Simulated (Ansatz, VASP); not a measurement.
# NaF (Villiaumite) in two plane-wave programs, part 2 of 2

Wanted: the spread between two codes on one cell, functional and k mesh. The cell is a member of a volume series, scaled by 1.015 from a relaxed one, so a pressure remains.

VASP 6.6.1 and Ansatz 0.2.0.

So far. Step 5 (Ansatz: single point, PBEsol, volume scaled by 0.97): The run ends at a pressure of 1.59 GPa.

## (7) Differences

Both answers:

```tsv
quantity	Ansatz	VASP	difference
pressure (GPa)	1.59	1.66	-0.07
pressure without Ansatz's Pulay correction (GPa)	1.07	1.66	-0.59
gap on the k mesh (eV)	6.360	6.340	+0.019
```

A gap on the mesh is an upper bound, since the band edges may lie between its points. Ansatz's pressure holds a Pulay correction of 0.52 GPa; VASP's holds none.

## (8) VASP: single point, PBEsol, volume scaled by 1.03

A single point gives forces, pressure and levels at one fixed geometry, so differences don't come from the geometry; what else differs is listed under the comparison. The cell compared in this pair holds 25.54 Å³, against 24.05 Å³ for the pair before.

The input asks for a relaxation, which ended at its first step since no free force or stress exceeded the threshold; so it serves as a single point.

Input file INCAR:

```
SYSTEM = NaF
PREC = Accurate
ENCUT = 560
EDIFF = 1E-07
NELM = 100
ISMEAR = 0
SIGMA = 0.03
LREAL = .FALSE.
ALGO = Normal
GGA = PS
NBANDS = 13
LORBIT = 11
LWAVE = .FALSE.
LCHARG = .FALSE.
KPAR = 4
IBRION = 2
NSW = 50
ISIF = 4
EDIFFG = -0.002
```

Input file POSCAR:

```
NaF
1.0
    0.0000000000      2.3373573312      2.3373573312
    2.3373573312      0.0000000000      2.3373573312
    2.3373573312      2.3373573312      0.0000000000
Na F
1 1
Direct
    0.0000000000      0.0000000000      0.0000000000
    0.5000000000      0.5000000000      0.5000000000
```

Input file KPOINTS:

```
Automatic mesh
0
Gamma
8 8 8
0 0 0
```

PAW data sets: Na_pv and F (PBE family, release 64).

Run with:

```bash
$ mpirun -np 4 vasp_std
```

Numbers of over 12 decimals in the logs are rounded to 6 here.

The log of the run:

```text
[... set-up lines as in an earlier step ...]
 entering main loop
       N       E                     dE             d eps       ncg     rms          rms(c)
DAV:   1     0.115979745622E+03    0.11598E+03   -0.82816E+03   764   0.138E+03
DAV:   2    -0.348627077452E+01   -0.11947E+03   -0.11219E+03   799   0.376E+02
DAV:   3    -0.948680687909E+01   -0.60005E+01   -0.59817E+01   924   0.763E+01
DAV:   4    -0.954107802208E+01   -0.54271E-01   -0.54268E-01   829   0.778E+00
[...]
DAV:  11    -0.876721516496E+01   -0.13842E-06   -0.55871E-05   844   0.149E-01    0.572E-03
DAV:  12    -0.876721565963E+01   -0.49467E-06   -0.59669E-06   869   0.317E-02    0.291E-03
DAV:  13    -0.876721565882E+01    0.80695E-09   -0.93627E-07   789   0.950E-03
   1 F= -.87672157E+01 E0= -.87672157E+01  d E =-.876722E+01
[...]
reached required accuracy - stopping structural energy minimisation
```

OUTCAR, selected parts (step 8):

```text
  Total       -0.2105291     -0.2105291     -0.2105291     -0.0000000     -0.0000000     -0.0000000
  in kB      -13.2074031    -13.2074031    -13.2074031     -0.0000000     -0.0000000     -0.0000000
  external PRESSURE =     -13.2074031 kB  Pullay stress =       0.0000000 kB

 POSITION                                       TOTAL-FORCE (eV/Angst)
 -----------------------------------------------------------------------------------
      0.00000      0.00000      0.00000        -0.000000      0.000000      0.000000
      2.33736      2.33736      2.33736         0.000000     -0.000000     -0.000000
 -----------------------------------------------------------------------------------
    total drift:                                0.000000      0.000000      0.000000

  FREE ENERGIE OF THE ION-ELECTRON SYSTEM (eV)
  ---------------------------------------------------
  free  energy   TOTEN  =        -8.7672156588 eV

  energy  without entropy=       -8.7672156588  energy(sigma->0) =       -8.76721566

[... 2 parts as in an earlier step ...]

[... 2 further parts left out ...]
[key lines of the parts left out:]
E-fermi :  -2.0472
```

## (9) Ansatz: single point, PBEsol, volume scaled by 1.03

The same cell, functional, mesh and smearing now go to Ansatz, which takes its cutoff from its data sets.

The cell is a member of a volume series, scaled by 1.03 from a relaxed one, so a pressure remains.

Input file input.yaml:

```yaml
crystal:
  lattice:
    - [0.0, 2.33735733, 2.33735733]
    - [2.33735733, 0.0, 2.33735733]
    - [2.33735733, 2.33735733, 0.0]
  atoms:
    - { symbol: Na, position: [0.0, 0.0, 0.0] }
    - { symbol: F, position: [0.5, 0.5, 0.5] }
hamiltonian:
  xc: pbesol
  pseudopotentials: { kind: paw }
kpoints:
  mp_grid: { grid: [8, 8, 8] }
scf:
  occupations: { method: gaussian, width: 0.03 }
  n_extra_bands: 4
output:
  forces: true
  stress: true
  eigenvalues: true
  write_density: true
  write_potential: true
  elf: true
  volumetric_format: npy
```

Run with:

```bash
$ ansatz run input.yaml --threads 2 --pin off --max-ram 4608MiB --backend cpu --events-out ev --progress --plain --runs-dir out
```

The log of the run:

```text
[...]
Crystal: 2 atoms, lattice volume = 25.539 Å³
Basis set: ecut = 420 eV, 531 PW (Γ), exchange–correlation on 48×48×48 points (8 copies of the dense FFT grid, shifted against one another)
Bands: 12, of which v1, the nominal top of the filled ones, is band 8 counted from 1 (7 counted from 0)
Symmetry: 48 space group operations
[...]
k-points: 29 of 512
[...]
--- Band table (eV; the first three rows and the last of 29) ---
  k-point 0: bands = [... 4 lower, -18.1128, 0.7376, 0.7376, 0.7376, 6.7852, 19.3876, 19.3876, 19.3876]
  k-point 1: bands = [... 4 lower, -17.8752, 0.4474, 0.7013, 0.7013, 7.3239, 17.6297, 19.6159, 19.6159]
  k-point 2: bands = [... 4 lower, -17.6060, -0.1412, 0.6144, 0.6144, 8.6224, 15.5432, 20.1148, 20.1148]
  k-point 28: bands = [... 4 lower, -17.6348, -0.1202, -0.1202, 0.1827, 13.6078, 13.6078, 15.6047, 17.2206]
[key lines of the parts left out:]
SCF converged after 6 iterations
Free energy (F): -2278.919186 eV
Fermi energy:    3.761451 eV
P = ⅓ Tr σ = -1.3366 GPa (-13.366 kbar)
```

Elapsed: 0.58 s, on 2 threads of Arm Neoverse V1, shared host; peak memory 0.26 GiB.

The run ends at a pressure of -1.34 GPa.

## (10) Differences

Compared:

```tsv
quantity	Ansatz	VASP	difference
pressure (GPa)	-1.34	-1.32	-0.02
pressure without Ansatz's Pulay correction (GPa)	-1.83	-1.32	-0.50
gap on the k mesh (eV)	6.048	6.028	+0.019
```

A gap on the mesh is an upper bound, since the band edges may lie between its points. Ansatz's pressure holds a Pulay correction of 0.49 GPa; VASP's holds none.

## (11) Summary of results

```yaml
difference_in_gap_on_the_k_mesh_single_point_pbesol_volume_scaled_by_1p015: 0.021 eV
difference_in_gap_on_the_k_mesh_single_point_pbesol_volume_scaled_by_0p97: 0.019 eV
difference_in_gap_on_the_k_mesh_single_point_pbesol_volume_scaled_by_1p03: 0.019 eV
```

What this shows: The difference in gap on the k mesh is 0.021 eV (single point, PBEsol, volume scaled by 1.015), within the 0.08 eV picked in this series as the mark of a large difference. 2 further runs of this series are not shown here. How closely two codes agree says nothing of how well the functional describes the real material.

[Lines on the potential files, build, host, timing and source positions are cut from VASP's logs without a mark.]

[Logs are printed without paths, hosts, clocks, repeated set-up lines and the standing remarks that a program may print on its own settings, such as how far it seeks lower states.]

[Hosts, paths, dates, database ids (printed as entryN), source tags and the programs' standing remarks are cut or masked in the printed files.]
